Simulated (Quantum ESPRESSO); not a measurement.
# Te (P3_121) in Quantum ESPRESSO: reference runs

Reference runs on Te: the cell as given.

Everything below comes from runs of Quantum ESPRESSO 7.5. Logs are shortened: lines on timing, memory, paths and dates and some standing lists are left out, and cuts for length are marked.

### Step 1. The crystal as given

The structure is trigonal, space group P3_121 (No. 152). The conventional cell has a = 4.454 Å, b = 4.454 Å, c = 5.924 Å, α = 90.00°, β = 90.00°, γ = 120.00°. Te (site symmetry 2) has 2 Te at 2.86 Å as nearest neighbours.

### Step 2. Single point, PBEsol

Input file pw.in:

```
&CONTROL
  calculation = 'scf'
  prefix = 'pwscf'
  outdir = './tmp'
  pseudo_dir = './pseudo'
  tprnfor = .true.
  tstress = .true.
  disk_io = 'low'
/
&SYSTEM
  ibrav = 0
  celldm(1) = 8
  nat = 3
  ntyp = 1
  ecutwfc = 45
  ecutrho = 360
  nbnd = 15
  occupations = 'smearing'
  smearing = 'fd'
  degauss = 0.00367493
/
&ELECTRONS
  conv_thr = 6d-10
  electron_maxstep = 120
  mixing_beta = 0.5
/
ATOMIC_SPECIES
Te   127.6000 te_pbesol_v1.uspp.F.UPF
CELL_PARAMETERS alat
  1.0521050198854   0.0000000000000   0.0000000000000
 -0.5260525099427   0.9111496746803   0.0000000000000
  0.0000000000000   0.0000000000000   1.3993421952854
ATOMIC_POSITIONS crystal
Te     0.7310000000    0.7310000000    0.0000000000
Te     0.0000000000    0.2690000000    0.6666666667
Te     0.2690000000    0.0000000000    0.3333333333
K_POINTS automatic
7 7 5 0 0 0
```

Input file pp_density.in:

```
&INPUTPP
  prefix = 'pwscf'
  outdir = './tmp'
  filplot = 'density.dat'
  plot_num = 0
/
&PLOT
  nfile = 1
  filepp(1) = 'density.dat'
  iflag = 3
  output_format = 6
  fileout = 'density.cube'
/
```

Input file pp_potential.in:

```
&INPUTPP
  prefix = 'pwscf'
  outdir = './tmp'
  filplot = 'potential.dat'
  plot_num = 11
/
&PLOT
  nfile = 1
  filepp(1) = 'potential.dat'
  iflag = 3
  output_format = 6
  fileout = 'potential.cube'
/
```

Potentials or basis: GBRV 1.5 PBEsol.

Launch:

```bash
$ OMP_NUM_THREADS=1 mpirun -n 2 pw.x -nk 2 -in pw.in > pw.out
$ OMP_NUM_THREADS=1 mpirun -n 1 pp.x -in pp_density.in > pp_density.out
$ OMP_NUM_THREADS=1 mpirun -n 1 pp.x -in pp_potential.in > pp_potential.out
```

pw.out:

```text
This program is part of the open-source Quantum ESPRESSO suite
     for quantum simulation of materials; please cite
[... 13 lines left out ...]
     --------------------
     sticks:   dense  smooth     PW     G-vecs:    dense   smooth      PW
     Sum        1765     871    253                79399    27857    4333

     Using Slab Decomposition

     bravais-lattice index     =            0
     lattice parameter (alat)  =       8.0000  a.u.
     unit-cell volume          =     686.8196 (a.u.)^3
     number of atoms/cell      =            3
     number of atomic types    =            1
     number of electrons       =        18.00
     number of Kohn-Sham states=           15
     kinetic-energy cutoff     =      45.0000  Ry
     charge density cutoff     =     360.0000  Ry
     scf convergence threshold =      6.0E-10
     mixing beta               =       0.5000
     number of iterations used =            8  plain     mixing
     Exchange-correlation= SLA  PW   PSX  PSC
                           (   1   4  10   8   0   0   0)

     celldm(1)=   8.000000  celldm(2)=   0.000000  celldm(3)=   0.000000
     celldm(4)=   0.000000  celldm(5)=   0.000000  celldm(6)=   0.000000

     crystal axes: (cart. coord. in units of alat)
               a(1) = (   1.052105   0.000000   0.000000 )
               a(2) = (  -0.526053   0.911150   0.000000 )
               a(3) = (   0.000000   0.000000   1.399342 )

     reciprocal axes: (cart. coord. in units 2 pi/alat)
               b(1) = (  0.950475  0.548757 -0.000000 )
               b(2) = (  0.000000  1.097515  0.000000 )
               b(3) = (  0.000000 -0.000000  0.714621 )

     PseudoPot. # 1 for Te read from file:
     te_pbesol_v1.uspp.F.UPF
     Pseudo is Ultrasoft + core correction, Zval =  6.0
     Generated by new atomic code, or converted to UPF format
     Using radial grid of  891 points,  5 beta functions with:
                l(1) =   0
                l(2) =   0
                l(3) =   1
                l(4) =   1
                l(5) =   2
     Q(r) pseudized with  6 coefficients,  rinner =    1.800   1.800   1.800
                                                       1.800   1.800

     atomic species   valence    mass     pseudopotential
     Te                6.00   127.60000     Te( 1.00)

      6 Sym. Ops. (no inversion) found ( 4 have fractional translation)

   Cartesian axes

     site n.     atom                  positions (alat units)
         1        Te     tau(   1) = (   0.3845444   0.6660504   0.0000000  )
         2        Te     tau(   2) = (  -0.1415081   0.2450993   0.9328948  )
         3        Te     tau(   3) = (   0.2830163   0.0000000   0.4664474  )

     number of k points=    32  Fermi-Dirac smearing, width (Ry)=  0.0037
                       cart. coord. in units 2pi/alat
        k(    1) = (   0.0000000   0.0000000   0.0000000), wk =   0.0081633
        k(    2) = (   0.0000000   0.0000000   0.1429243), wk =   0.0163265
        k(    3) = (   0.0000000   0.0000000   0.2858486), wk =   0.0163265
        k(    4) = (   0.0000000   0.1567878   0.0000000), wk =   0.0489796
        k(    5) = (   0.0000000   0.1567878   0.1429243), wk =   0.0489796
        k(    6) = (   0.0000000   0.1567878   0.2858486), wk =   0.0489796
[... 24 lines left out ...]
        k(   31) = (  -0.1357822   0.3919695  -0.1429243), wk =   0.0979592
        k(   32) = (  -0.1357822   0.3919695  -0.2858486), wk =   0.0979592

     Dense  grid:    79399 G-vectors     FFT dimensions: (  54,  54,  72)

     Smooth grid:    27857 G-vectors     FFT dimensions: (  36,  36,  48)

     Initial potential from superposition of free atoms

     starting charge      17.9994, renormalised to      18.0000
     Starting wfcs are   12 randomized atomic wfcs +    3 random wfcs

     Self-consistent Calculation

     iteration #  1     ecut=    45.00 Ry     beta= 0.50
     Davidson diagonalization with overlap
     ethr =  1.00E-02,  avg # of iterations =  8.0

     Threshold (ethr) on eigenvalues was too large:
     Diagonalizing with lowered threshold

     Davidson diagonalization with overlap
     ethr =  7.90E-05,  avg # of iterations =  7.3

     total energy              =     -79.30169537 Ry
     estimated scf accuracy    <       0.01416926 Ry

     iteration #  2     ecut=    45.00 Ry     beta= 0.50
     Davidson diagonalization with overlap
     ethr =  7.87E-05,  avg # of iterations =  1.0

     total energy              =     -79.30175496 Ry
     estimated scf accuracy    <       0.00257442 Ry

     iteration #  3     ecut=    45.00 Ry     beta= 0.50
     Davidson diagonalization with overlap
     ethr =  1.43E-05,  avg # of iterations =  1.4

     total energy              =     -79.30188073 Ry
     estimated scf accuracy    <       0.00006996 Ry
[... 19 lines left out ...]
     total energy              =     -79.30191017 Ry
     estimated scf accuracy    <       0.00000002 Ry

     iteration #  7     ecut=    45.00 Ry     beta= 0.50
     Davidson diagonalization with overlap
     ethr =  1.19E-10,  avg # of iterations =  4.2

     total energy              =     -79.30191020 Ry
     estimated scf accuracy    <          4.2E-09 Ry

     iteration #  8     ecut=    45.00 Ry     beta= 0.50
     Davidson diagonalization with overlap
     ethr =  2.32E-11,  avg # of iterations =  2.0

     End of self-consistent calculation

          k = 0.0000 0.0000 0.0000 (  3473 PWs)   bands (ev):

    -7.7506  -4.4519  -4.4519   2.8392   3.1343   3.1343   4.2090   4.2090
     5.0675   6.9312   6.9312   7.5246  10.7984  10.7984  11.7785

          k = 0.0000 0.0000 0.1429 (  3486 PWs)   bands (ev):

    -7.6062  -5.5509  -3.3236   2.5790   2.9251   3.3948   4.3436   4.3583
     5.0567   6.6464   6.6988   7.1312  10.3376  11.4407  11.6232

          k = 0.0000 0.0000 0.2858 (  3480 PWs)   bands (ev):

    -7.1777  -6.4815  -2.4889   2.0352   3.1367   3.3436   4.5631   4.7179
     4.9847   6.3101   6.3788   6.4998   9.8395  11.0155  11.2068

          k = 0.0000 0.1568 0.0000 (  3471 PWs)   bands (ev):

    -7.6130  -4.4975  -4.4163   1.9464   2.5358   2.8637   4.5880   4.9187
     5.2374   6.6187   6.8170   7.3436  10.3489  10.8002  11.9601
[... 118 lines left out ...]
    -6.7453  -6.0713  -3.4464   1.3308   2.3931   2.6077   3.6604   3.7135
     4.3021   7.4812   8.0243   8.4988  10.6338  11.1668  11.8888

          k = 0.0000 0.4704-0.1429 (  3499 PWs)   bands (ev):

    -6.6923  -5.2634  -4.2596   1.1190   1.3987   2.3418   3.0326   4.3266
     4.5650   6.9722   7.6544   9.2084   9.4749  12.2567  13.4898

          k = 0.0000 0.4704-0.2858 (  3499 PWs)   bands (ev):

    -6.4126  -5.7548  -4.0790   0.4638   2.0340   2.3824   3.5387   3.8523
     4.6543   7.5691   7.8759   8.4097  10.3549  11.1674  13.6755

          k =-0.1358 0.3920-0.1429 (  3504 PWs)   bands (ev):

    -6.8105  -5.2421  -4.1714   1.1116   1.5701   2.5223   2.9049   3.8478
     5.3534   6.7425   7.9489   9.0593  10.0271  11.1544  12.8733

          k =-0.1358 0.3920-0.2858 (  3507 PWs)   bands (ev):

    -6.4846  -5.8720  -3.8632   0.8957   1.5013   2.0542   3.8004   4.5355
     4.8134   7.2406   7.7997   8.3327  10.6661  11.3045  11.9232

     the Fermi energy is     6.0560 ev

!    total energy              =     -79.30191020 Ry
     estimated scf accuracy    <          2.0E-10 Ry
     smearing contrib. (-TS)   =      -0.00000896 Ry
     internal energy E=F+TS    =     -79.30190124 Ry

     The total energy is F=E-TS. E is the sum of the following terms:
     one-electron contribution =      10.08836937 Ry
     hartree contribution      =       3.16018143 Ry
     xc contribution           =     -42.93582710 Ry
     ewald contribution        =     -49.61462494 Ry

     convergence has been achieved in   8 iterations

     Forces acting on atoms (cartesian axes, Ry/au):

     atom    1 type  1   force =    -0.00382074   -0.00661772    0.00000000
     atom    2 type  1   force =    -0.00382074    0.00661772    0.00000000
     atom    3 type  1   force =     0.00764148    0.00000000    0.00000000

     Total force =     0.013235     Total SCF correction =     0.000017

     Computing stress (Cartesian axis) and pressure

          total   stress  (Ry/bohr**3)                   (kbar)     P=       -9.66
  -0.00007239   0.00000000   0.00000000          -10.65        0.00        0.00
  -0.00000000  -0.00007239   0.00000000           -0.00      -10.65        0.00
   0.00000000   0.00000000  -0.00005222            0.00        0.00       -7.68

=------------------------------------------------------------------------------=
   JOB DONE.
=------------------------------------------------------------------------------=
```

pp_potential.out:

```text
This program is part of the open-source Quantum ESPRESSO suite
     for quantum simulation of materials; please cite
         "P. Giannozzi et al., J. Phys.:Condens. Matter 21 395502 (2009);
         "P. Giannozzi et al., J. Phys.:Condens. Matter 29 465901 (2017);
         "P. Giannozzi et al., J. Chem. Phys. 152 154105 (2020);
     in publications or presentations arising from this work. More details at

     IMPORTANT: XC functional enforced from input :
     Exchange-correlation= PBESOL
                           (   1   4  10   8   0   0   0)
     Any further DFT definition will be discarded
     Please, verify this is what you really want

     G-vector sticks info
     --------------------
     sticks:   dense  smooth     PW     G-vecs:    dense   smooth      PW
     Sum        1765     871    253                79399    27857    4333

     Using Slab Decomposition

     Calling punch_plot, plot_num =  11
     Writing data to file  potential.dat
     Reading data from file  potential.dat

     Writing data to be plotted to file potential.cube
     Plot Type: 3D                     Output format: Gaussian cube

=------------------------------------------------------------------------------=
   JOB DONE.
=------------------------------------------------------------------------------=
```

Wall time 33 s (2 MPI ranks of AMD EPYC 7R43 (Zen 3), shared host); peak memory 0.32 GiB.

What came out:

```
Free energy            : -1078.9575 eV
Pressure               : -1.0 GPa
Largest force          : 0.196 eV/Å
Band gap on the k mesh : 0.58 eV, indirect (least direct gap 0.77 eV)
```

Forces in eV/Å, atoms in the order of the input:
```
Te  -0.098 -0.170  0.000
Te  -0.098  0.170  0.000
Te   0.196  0.000  0.000
```

Stress tensor (GPa, compression positive):
```
-1.06  0.00  0.00
 0.00 -1.06  0.00
 0.00  0.00 -0.77
```

Caveat: spin-orbit coupling is left out, which moves the levels of the heavy elements; an odd mesh through Γ misses points on the zone boundary, where band edges often lie.
